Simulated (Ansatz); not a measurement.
Crystal: BAs.

```
CELL_PARAMETERS angstrom
0.00000 2.38850 2.38850
2.38850 0.00000 2.38850
2.38850 2.38850 0.00000
ATOMIC_POSITIONS crystal
As 0.75000 0.75000 0.75000
B 0.00000 0.00000 0.00000
```

| Quantity | Value |
| --- | --- |
| Program | Ansatz 0.2.0 |
| Task | relaxation of cell and atoms |
| Functional | PBEsol |
| Dispersion | D3(BJ) |
| Potentials or basis | all-electron LAPW, scalar-relativistic |
| Basis error allowed | 0.001 eV/atom |
| k mesh | 10 × 10 × 10 |
| Occupations | fermi-dirac, width 0.05 eV |
| Spin | no spin polarisation |

At the start: volume 13.63 Å³/atom.

Q: Where does the relaxation end?

A: Over 5 steps the energy falls by 5.1 meV/atom and the volume is 13.23 Å³/atom (-2.9 %); space group F-43m (No. 216, to 0.05 Å).

Step by step:
```
step  energy change (eV)  largest force (eV/Å)  volume (Å³)
   1              0.0000                0.0000        27.25
   2             -0.0095                0.0000        26.68
   3             -0.0102                0.0000        26.45
   4             -0.0102                0.0000        26.46
   5             -0.0102                0.0000        26.46
```

Final structure:
```
CELL_PARAMETERS angstrom
0.00000 2.36525 2.36525
2.36525 0.00000 2.36525
2.36525 2.36525 0.00000
ATOMIC_POSITIONS crystal
As 0.75000 0.75000 0.75000
B 0.00000 0.00000 0.00000
```
